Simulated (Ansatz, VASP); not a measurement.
**One calculation of CdTe, two programs**

```
CELL_PARAMETERS angstrom
0.00000 3.52858 3.24467
3.24467 0.00000 3.24467
3.24467 3.52858 0.00000
ATOMIC_POSITIONS crystal
Cd 0.00000 0.00000 0.00000
Te 0.75000 0.75000 0.75000
```

Change from the starting cell: strain +0.0875 x Voigt [0, 1, 0, 0, 0, 0], atoms carried along.

Alike in both runs: task single point; functional PBEsol; k mesh 8 × 8 × 8; occupations gaussian, width 0.05 eV; no spin polarisation.

|  | VASP | Ansatz |
| --- | --- | --- |
| version | VASP 6.6.1 | Ansatz 0.2.0 |
| potentials or method | VASP PAW PBE potentials, release 64 (Cd, Te) | scalar-relativistic, plane waves, PAW |
| plane-wave cutoff (eV) | 520 | 420 |
| valence electrons in the cell | 18 | 36 |

|  | VASP | Ansatz | Ansatz less VASP |
| --- | --- | --- | --- |
| gap on the k mesh at the Fermi level (eV) | 0.28 | 0.29 | 0.000 |
| least direct gap on the mesh (eV) | 0.28 | 0.29 | 0.000 |
| pressure (GPa) | -2.8 | -2.9 | -0.12 |
| largest component of the traceless stress (GPa) | 1.21 | 1.21 | +0.004 |

The two sets of potentials don't hold the same shells in valence.

Caveats: the PAW data sets were made with another functional, which shifts forces and pressure a little (VASP); spin-orbit coupling is left out, which moves the levels of the heavy elements.
